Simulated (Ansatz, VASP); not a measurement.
**SnTe: VASP beside Ansatz**

```
CELL_PARAMETERS angstrom
0.00000 3.15650 3.15650
3.15650 0.00000 3.15650
3.15650 3.15650 0.00000
ATOMIC_POSITIONS crystal
Sn 0.00000 0.00000 0.00000
Te 0.50000 0.50000 0.50000
```

Alike in both runs: task single point; functional PBE; k mesh 10 × 10 × 10; occupations gaussian, width 0.03 eV; no spin polarisation.

|  | VASP | Ansatz |
| --- | --- | --- |
| version | VASP 6.6.1 | Ansatz 0.2.0 |
| potentials or method | VASP PAW PBE potentials, release 64 (Sn_d, Te) | scalar-relativistic, plane waves, PAW |
| plane-wave cutoff (eV) | 520 | 420 |
| valence electrons in the cell | 20 | 30 |

|  | VASP | Ansatz | Ansatz less VASP |
| --- | --- | --- | --- |
| gap on the k mesh at the Fermi level (eV) | 0.08 | 0.08 | 0.000 |
| least direct gap on the mesh (eV) | 0.08 | 0.08 | 0.000 |
| pressure (GPa) | 1.9 | 2.0 | +0.07 |

The functional is the same, so the differences come from potentials, cutoffs and numerics. The two sets of potentials don't hold the same shells in valence.

Caveats: spin-orbit coupling is left out, which moves the levels of the heavy elements.
